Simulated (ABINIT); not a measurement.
As:

```
As
1.0
     1.88080    1.08588    3.51406
    -1.88080    1.08588    3.51406
     0.00000   -2.17176    3.51406
As
2
Cartesian
  0.0000 0.0000 2.3825
  0.0000 0.0000 8.1597
```

Base run:

- Program: ABINIT 10.8.3 (patched build)
- Functional: PBEsol
- Potentials or basis: PseudoDojo NC SR PBEsol v0.4.1 standard
- Cutoff: 1143 eV
- k mesh: 7 × 7 × 7
- Occupations: fermi-dirac, width 0.05 eV
- Spin: no spin polarisation

Its results: band gap on the k mesh none (metal or under the smearing width); pressure 0.2 GPa; largest force 0.339 eV/Å.

Q: The run is repeated on the same cell with these changes: cutoff from 1143 eV to 1034 eV. What comes out?

A: Band gap on the k mesh none (metal or under the smearing width); pressure -1.5 GPa; largest force 0.339 eV/Å.
